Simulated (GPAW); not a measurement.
# HfO2 (Pca2_1) in GPAW: notebook

The runs below take HfO2 through Wannier functions, density of states, with vdW-DF2, AM05.

Program: GPAW 26.7.0. These are calculated values, not measurements. Logs are shortened: lines on timing, memory, paths and dates and some standing lists are left out, and cuts for length are marked. The log counts tension as positive stress, the text compression.

## 1. The structure

Symmetry: Pca2_1, No. 29, orthorhombic system. The conventional cell has a = 5.219 Å, b = 5.005 Å, c = 5.033 Å, α = 90.00°, β = 90.00°, γ = 90.00°. Hf (site symmetry 1) has 7 O at 2.02 to 2.23 Å as nearest neighbours. Around O (site symmetry 1) lie 3 Hf at 2.02 to 2.13 Å. O (site symmetry 1) is surrounded by 4 Hf at 2.11 to 2.23 Å.

Measurements of this composition are mostly on another form, of space group No. 14.

## 2. Wannier functions, vdW-DF2

Input file run.py:

```python
import json
import numpy as np
from ase.dft.bandgap import bandgap
from ase.dft.wannier import Wannier
from ase.io import read, write
from gpaw import GPAW, PW

atoms = read('HfO2.cif')

calc = GPAW(mode=PW(520),
            xc={'name': 'vdW-DF2', 'backend': 'libvdwxc'},
            kpts={'size': (2, 2, 2), 'gamma': True},
            occupations={'name': 'fermi-dirac', 'width': 0.05},
            nbands=82,
            convergence={'density': 1e-05, 'energy': 1e-05},
            maxiter=80,
            txt='gpaw.txt')
atoms.calc = calc
energy = atoms.get_potential_energy()
forces = atoms.get_forces()
calc.write('gs.gpw')
write('result.traj', atoms)
print(f'Energy: {energy:.6f} eV')
print('Forces (eV/A):')
print(forces.round(4))
print('Fermi level:', round(calc.get_fermi_level(), 4), 'eV')
print(f'Gap: {bandgap(calc)[0]:.4f} eV, direct: {bandgap(calc, direct=True)[0]:.4f} eV')

nocc = int(round(calc.get_number_of_electrons() / 2))
full = calc.fixed_density(kpts={'size': (2, 2, 2), 'gamma': True}, symmetry='off', nbands=nocc + 6,
                          convergence={'bands': nocc}, txt='full.txt')
wan, values = None, []
for seed in range(6):  # several starts, since the search can end in a local maximum
    trial = Wannier(nwannier=nocc, calc=full, nbands=nocc, functional='std',
                    initialwannier='scdm' if seed == 0 else 'random', rng=np.random.RandomState(seed))
    trial.localize(tolerance=1e-6)
    values.append(trial.get_functional_value())
    print(f'start {seed}: functional {values[-1]:.5f}', flush=True)
    if values[-1] == max(values):
        wan = trial
wan.localize(step=0.1, tolerance=1e-8)
wan.translate_all_to_cell((0, 0, 0))
centres, spreads = wan.get_centers(), wan.get_spreads()
for x, s in zip(centres, spreads):
    d = np.linalg.norm(atoms.repeat(3).positions - atoms.cell.sum(0) - x, axis=1)
    print(x.round(4), f'spread {s:.4f} A^2, nearest {atoms[d.argmin() % len(atoms)].symbol} at {d.min():.3f} A')
onsite = wan.get_hopping((0, 0, 0)).diagonal().real
print('On-site energies:', onsite.round(4))
json.dump({'centres': centres.tolist(), 'spreads': spreads.tolist(), 'onsite': onsite.tolist(), 'values': values},
          open('wannier.json', 'w'))
```

Input file HfO2.cif:

```cif
data_HfO2
_cell_length_a 5.21946336
_cell_length_b 5.00476369
_cell_length_c 5.03268505
_cell_angle_alpha 90.00000000
_cell_angle_beta 90.00000000
_cell_angle_gamma 90.00000000
_space_group_name_H-M_alt 'Pca2_1'
_space_group_name_Hall 'P 2c -2ac'
_space_group_IT_number 29
loop_
_space_group_symop_operation_xyz
'x,y,z'
'-x,-y,z+1/2'
'-x+1/2,y,z+1/2'
'x+1/2,-y,z'
loop_
_atom_site_label
_atom_site_type_symbol
_atom_site_symmetry_multiplicity
_atom_site_Wyckoff_symbol
_atom_site_fract_x
_atom_site_fract_y
_atom_site_fract_z
_atom_site_occupancy
Hf1 Hf 4 a 0.9669940000 0.7325208200 0.7414403500 1
O1 O 4 a 0.6321274500 0.9286454000 0.8792672600 1
O2 O 4 a 0.2339485200 0.5398830500 0.4922923900 1
```

Potentials or basis: GPAW PAW data sets (gpaw-data 1.2.1), pw.

The run is started by

```bash
$ OMP_NUM_THREADS=1 python run.py
```

gpaw.txt:

```text
__  _  _
 | _ |_)|_||  |
 |__||  | ||/\| - 26.7.0

Input parameters:
  mode=PW(ecut=520.0),
  convergence={'density': 1e-05, 'energy': 1e-05},
  kpts=MonkhorstPack(size=(2, 2, 2), gamma=True),
  maxiter=80,
  nbands=82,
  occupations=Occupations(name='fermi-dirac', width=0.05),
  xc=XC(name='vdW-DF2', backend='libvdwxc')

Diagonalizing LCAO Hamiltonian
Converting LCAO to pw mode
    .------------.
   /| O     O    |
  / |       O   Hf
 *  |            |
 | O| O Hf     O |
 |  |     HfO    |
 |  .------------.
 |Hf  O         /
 |/            /
 *------------*

Atoms  # Å, Bohr magnetons
|    | symbol |        x |        y |        z |    initial magnetic moments |
|----|--------|----------|----------|----------|-----------------------------|
|  0 |     Hf | 5.047190 | 3.666094 | 3.731436 | ( 0.0000,  0.0000,  0.0000) |
|  1 |     Hf | 0.172274 | 1.338670 | 1.215093 | ( 0.0000,  0.0000,  0.0000) |
|  2 |     Hf | 2.782005 | 3.666094 | 1.215093 | ( 0.0000,  0.0000,  0.0000) |
|  3 |     Hf | 2.437458 | 1.338670 | 3.731436 | ( 0.0000,  0.0000,  0.0000) |
|  4 |      O | 3.299366 | 4.647651 | 4.425075 | ( 0.0000,  0.0000,  0.0000) |
|  5 |      O | 1.920097 | 0.357113 | 1.908733 | ( 0.0000,  0.0000,  0.0000) |
|  6 |      O | 4.529829 | 4.647651 | 1.908733 | ( 0.0000,  0.0000,  0.0000) |
|  7 |      O | 0.689634 | 0.357113 | 4.425075 | ( 0.0000,  0.0000,  0.0000) |
|  8 |      O | 1.221086 | 2.701987 | 2.477553 | ( 0.0000,  0.0000,  0.0000) |
|  9 |      O | 3.998378 | 2.302777 | 4.993895 | ( 0.0000,  0.0000,  0.0000) |
| 10 |      O | 1.388646 | 2.701987 | 4.993895 | ( 0.0000,  0.0000,  0.0000) |
| 11 |      O | 3.830817 | 2.302777 | 2.477553 | ( 0.0000,  0.0000,  0.0000) |

Unit cell  # Å
| periodic |        x |        y |        z |  lengths |    angles |
|----------|----------|----------|----------|----------|-----------|
|      yes | 5.219463 | 0.000000 | 0.000000 | 5.219463 | 90.000000 |
|      yes | 0.000000 | 5.004764 | 0.000000 | 5.004764 | 90.000000 |
|      yes | 0.000000 | 0.000000 | 5.032685 | 5.032685 | 90.000000 |

Number of symmetries: 1
Symmetry operations  # r_c * U_cc + t_c -> r_c
|   | kind |            matrix            |
|---|------|------------------------------|
| 0 |  E   |  1, 0, 0,  0, 1, 0,  0, 0, 1 |

BZ-sampling:
  Number of BZ points: 8
  Number of IBZ points: 8

  Monkhorst-Pack size: [2, 2, 2]
  Monkhorst-Pack shift: [0.25, 0.25, 0.25]

K-points  # in reciprocal-cell coordinates
|   |                                coordinates |     weight |
|---|--------------------------------------------|------------|
| 0 | (  0.00000000,   0.00000000,   0.00000000) | 0.12500000 |
| 1 | (  0.00000000,   0.00000000,   0.50000000) | 0.12500000 |
| 2 | (  0.00000000,   0.50000000,   0.00000000) | 0.12500000 |
| 3 | (  0.00000000,   0.50000000,   0.50000000) | 0.12500000 |
| 4 | (  0.50000000,   0.00000000,   0.00000000) | 0.12500000 |
| 5 | (  0.50000000,   0.00000000,   0.50000000) | 0.12500000 |
| 6 | (  0.50000000,   0.50000000,   0.00000000) | 0.12500000 |
| 7 | (  0.50000000,   0.50000000,   0.50000000) | 0.12500000 |

Plane wave coefficients: 3555
Cutoff: 520.0 eV

Spin-components: 1 (collinear spins)
Bands:           82
Projectors:      64
Spin-degeneracy: 2
Datatype:        complex128

Parallelization:
  kpt:    1
  domain: 1
  band:   1

Density:
  Valence electrons: 96.0
  Components: 1
  Grid points: [28 27 27]
  Charge: 0.0  # |e|

Potential:
  Grid points: [28 27 27]

species:
  Hf:
    name:    Hafnium
    Z:       72.0
    valence: 12
    core:    60
    charge:  0.0  # [|e|]
    compensation charges:
      type: gauss
      rc: 0.41  # [Å]
      lmax: 2
    cutoffs:
      filter: 2.36  # [Å]
      core: 4.02  # [Å]
    projectors
    | kind |    occ | energy [eV] | rcut [Å] |
    |------|--------|-------------|----------|
    |   5s |  2.000 |     -66.831 |    1.397 |
    |   6s |  2.000 |      -5.097 |    1.397 |
    |   5p |  6.000 |     -35.599 |    1.307 |
    |   6p |  0.000 |      -1.401 |    1.307 |
    |   5d |  2.000 |      -2.699 |    1.334 |
    |    d |        |      24.513 |    1.334 |

    Using partial waves for Hf as LCAO basis

  O:
    name:    Oxygen
    Z:       8.0
    valence: 6
    core:    2
    charge:  0.0  # [|e|]
    compensation charges:
      type: gauss
      rc: 0.21  # [Å]
      lmax: 2
    cutoffs:
      filter: 1.17  # [Å]
      core: 0.83  # [Å]
    projectors
    | kind |    occ | energy [eV] | rcut [Å] |
    |------|--------|-------------|----------|
    |   2s |  2.000 |     -23.961 |    0.688 |
    |   2p |  4.000 |      -9.029 |    0.598 |
    |    s |        |       3.251 |    0.688 |
    |    p |        |      18.182 |    0.598 |
    |    d |        |       0.000 |    0.619 |

    Using partial waves for O as LCAO basis

Reference energy: -1655871.279511  # eV

eigensolver:
  PPCG
  Converge bands: occupied
  niter=2

density mixing:
  MSR1-Mixer
  Pratt-step length: 0.05
  Maximum mixing coefficient: 0.75
  Old densities: 10
  SVD Regularization: 0.005
  Good broyden scale: 1.0
  Trust region scale: 1.0
  Backstep threshold: 4.0
  History deletion threshold: 6.0
  Fourier metric: weight=20.0, sigma=0.015

occupation numbers:
  Fermi-Dirac:
    width: 0.0500  # eV

poisson solver:
  ecut: 4160.0  # eV

xc functional:
  name: vdW-DF2 with libvdwxc
  Mode: serial
  Semilocal: GGA_X_RPW86+LDA_C_PW with 2 nearest neighbor stencil
  Local blocksize: 56 x 54 x 54
  PAW datasets: PBE

convergence criteria:
- Maximum integral of absolute [dens]ity change: 1e-05 electrons / valence electron
- Maximum [total energy] change in last 3 cyles: 1e-05 eV / valence electron
- Maximum integral of absolute [eigenst]ate change: 4e-08 eV^2 / valence electron
maximum number of iterations: 80

SCF iterations
|iter     | |      energy | eigst |  dens |
|---------|-|-------------|-------|-------|
|iter:   1| | -848.896889 | +0.21 |       |
|iter:   2| | -843.068393 | -1.54 | -0.76 |
|iter:   3| | -827.923360 | -0.53 | -0.82 |
|iter:   4| | -827.928153 | -2.05 | -1.47 |
|iter:   5| | -827.959798 | -2.39 | -1.71 |
|iter:   6| | -827.946882 | -3.38 | -2.40 |
|iter:   7| | -827.946526 | -4.54 | -2.79 |
|iter:   8| | -827.946782c| -5.27 | -3.20 |
|iter:   9| | -827.946792c| -6.42 | -3.82 |
|iter:  10| | -827.946793c| -7.43c| -4.55 |
|iter:  11| | -827.946793c| -8.08c| -5.19c|

Converged in 11 steps
Energy contributions relative to reference atoms: (reference = -1655871.279511)

Energy contributions:
  Kinetic:         152.910695
  Coulomb:        -153.018528
  Zero:             -1.198580
  External:          0.000000
  Xc:             -826.640380
  Entropy:          -0.000000
  Spinorbit:         0.000000
  ----------------------------
  Free energy:    -827.946793
  Extrapolated:   -827.946793

dipole moment: (-0.000067, -0.000079, 28.175680)  # |e|*Ang

Fermi level: 8.907
Eigenvalues  # (at kpt = [0.000, 0.000, 0.000])
| band index |      eig [eV] | occ [0-2] |
|------------|---------------|-----------|
|          0 |       -52.667 |     2.000 |
|        ... |               |           |
|         40 |         6.265 |     2.000 |
|         41 |         6.500 |     2.000 |
|         42 |         6.621 |     2.000 |
|         43 |         6.773 |     2.000 |
|         44 |         7.032 |     2.000 |
|         45 |         7.528 |     2.000 |
[... 8 lines left out ...]
|         54 |        13.820 |     0.000 |
|         55 |        14.158 |     0.000 |
|        ... |               |           |
|         81 |        25.402 |     0.000 |

Gap: 4.620 eV
Transition (v -> c):
  (s=0, k=0, n=47, [0.00, 0.00, 0.00]) -> (s=0, k=2, n=48, [0.00, 0.50, 0.00])
Direct/indirect transitions are different
Direct gap: 4.727 eV
Transition at: (s=0, k=2, n=47, [0.00, 0.50, 0.00])

Forces  # eV/Ang
|        x |        y |        z |
|----------|----------|----------|
|  0.20062 |  0.03806 |  0.07976 |  # Hf   0
| -0.20063 | -0.04019 |  0.07885 |  # Hf   1
| -0.20063 |  0.04019 |  0.07885 |  # Hf   2
|  0.20062 | -0.03806 |  0.07976 |  # Hf   3
| -0.07875 | -0.05297 | -0.02405 |  # O    4
|  0.07900 |  0.05332 | -0.07471 |  # O    5
|  0.07900 | -0.05332 | -0.07471 |  # O    6
| -0.07875 |  0.05297 | -0.02405 |  # O    7
|  0.05387 |  0.18556 | -0.04471 |  # O    8
| -0.05411 | -0.18477 | -0.02201 |  # O    9
| -0.05411 |  0.18477 | -0.02201 |  # O   10
|  0.05387 | -0.18556 | -0.04471 |  # O   11

# Writing to gs.gpw (mode='')
```

Run time: 2.9 min. Hardware: 1 thread of Arm Neoverse V1, shared host; peak memory 0.47 GiB.

The run converged, but some of its settings lie outside the range that counts as converged, so its numbers aren't taken as properties of the crystal.

Results:

* Free energy: -827.9468 eV
* Largest force: 0.219 eV/Å
* Band gap on the k mesh: 4.62 eV, indirect (least direct gap 4.73 eV)
* Total Wannier spread: 27.63 Å² over 48 functions

Caveat: the k mesh is coarse (spacing up to 0.63 Å⁻¹), so the values aren't converged; the PAW data sets were made with another functional, which shifts forces and pressure a little; spin-orbit coupling is left out, which moves the levels of the heavy elements.

## 3. Density of states, AM05

Input file run.py:

```python
import numpy as np
from ase.dft.bandgap import bandgap
from ase.io import read, write
from ase.units import GPa
from gpaw import GPAW, PW, setup_paths

setup_paths.insert(0, '.')

atoms = read('HfO2.xyz')

calc = GPAW(mode=PW(800),
            xc='AM05',
            kpts={'size': (3, 4, 3), 'gamma': True},
            occupations={'name': 'fermi-dirac', 'width': 0.05},
            nbands=82,
            convergence={'density': 1e-05, 'energy': 1e-05},
            maxiter=150,
            txt='gpaw.txt')
atoms.calc = calc
energy = atoms.get_potential_energy()
forces = atoms.get_forces()
stress = atoms.get_stress()
calc.write('gs.gpw')
write('result.traj', atoms)
print(f'Energy: {energy:.6f} eV')
print('Forces (eV/A):')
print(forces.round(4))
print('Stress (GPa):', (stress / GPa).round(3))
print('Fermi level:', round(calc.get_fermi_level(), 4), 'eV')
print(f'Gap: {bandgap(calc)[0]:.4f} eV, direct: {bandgap(calc, direct=True)[0]:.4f} eV')

dense = calc.fixed_density(kpts={'size': (4, 6, 4), 'gamma': True}, update_fermi_level=True,
                           nbands=115, convergence={'bands': 'CBM+6.0', 'eigenstates': 1e-6}, txt='dos.txt')
ef = dense.get_fermi_level()
dos = dense.dos(shift_fermi_level=False)
energies = np.linspace(ef - 14, ef + 6, 401)
spins = [None]
columns = [energies] + [dos.raw_dos(energies, spin=s, width=0.1) for s in spins]
for symbol, l in [('Hf', 0), ('Hf', 1), ('Hf', 2), ('O', 0), ('O', 1)]:
    for s in spins:
        columns.append(sum(dos.raw_pdos(energies, a=a.index, l=l, spin=s, width=0.1)
                           for a in atoms if a.symbol == symbol))
np.savetxt('dos.dat', np.array(columns).T, fmt='%.4f')
print('Fermi level on the dense mesh:', round(ef, 4), 'eV')
```

Input file HfO2.xyz:

```xyz
12
Lattice="5.2194633600 0.0000000000 0.0000000000 0.0000000000 5.0047636900 0.0000000000 0.0000000000 0.0000000000 5.0326850500" Properties=species:S:1:pos:R:3 pbc="T T T"
Hf     5.0471897523      3.6660936021      3.7314357649
Hf     2.7820052877      3.6660936021      1.2150932399
Hf     2.4374580723      1.3386700879      3.7314357649
Hf     0.1722736077      1.3386700879      1.2150932399
O      3.2993660641      4.6476507788      4.4250751944
O      4.5298289759      4.6476507788      1.9087326694
O      1.2210857283      2.7019870855      2.4775525514
O      1.3886459517      2.7019870855      4.9938950764
O      3.9983776317      2.3027766045      4.9938950764
O      3.8308174083      2.3027766045      2.4775525514
O      0.6896343841      0.3571129112      4.4250751944
O      1.9200972959      0.3571129112      1.9087326694
```

Potentials or basis: PAW data sets generated in the run's folder for this functional, pw.

The run is started by

```bash
$ gpaw-setup -f AM05 Hf O
$ OMP_NUM_THREADS=1 python run.py
```

Run time: 13 min. Hardware: 1 thread of Arm Neoverse V1, shared host; peak memory 1.3 GiB.

The run converged. Its results:

```yaml
Free_energy: -115.6127 eV
Pressure: 2.7 GPa
Largest_force: 0.154 eV/Å
Band_gap_on_the_k_mesh: 4.35 eV, indirect (least direct gap 4.55 eV)
```

Forces on the atoms (eV/Å):
```
Hf  -0.044 -0.138  0.051
Hf   0.044 -0.138  0.051
Hf  -0.044  0.138  0.051
Hf   0.044  0.138  0.051
O    0.020 -0.096  0.036
O   -0.021 -0.096  0.036
O    0.058  0.005 -0.086
O   -0.058  0.005 -0.086
O   -0.058 -0.005 -0.086
O    0.058 -0.005 -0.086
O    0.021  0.096  0.036
O   -0.020  0.096  0.036
```

Stress tensor (GPa, compression positive):
```
2.64 0.00 0.00
0.00 3.17 0.00
0.00 0.00 2.39
```

Levels at points of the mesh, in eV from the valence-band top:
| k point | band 46 | band 47 | band 48 | band 49 | band 50 | band 51 |
| --- | --- | --- | --- | --- | --- | --- |
| (0.00, 0.00, 0.00) | -0.19 | -0.08 | 0.00 | 4.88 | 5.12 | 5.24 |
| (0.00, 0.50, 0.00) | -0.40 | -0.19 | -0.12 | 4.43 | 4.83 | 4.90 |

States per cell in windows of 1 eV (zero at the valence-band top; states under -8 eV left out):
```tsv
from (eV)	total
-8.0	0.00
-7.0	0.00
-6.0	2.53
-5.0	9.23
-4.0	8.52
-3.0	8.49
-2.0	10.74
-1.0	8.46
0.0	0.03
1.0	0.00
2.0	0.00
3.0	0.00
4.0	4.02
5.0	7.70
6.0	6.95
```

Caveat: the k mesh is coarse; spin-orbit coupling is left out, which moves the levels of the heavy elements; an odd mesh through Γ misses points on the zone boundary, where band edges often lie.
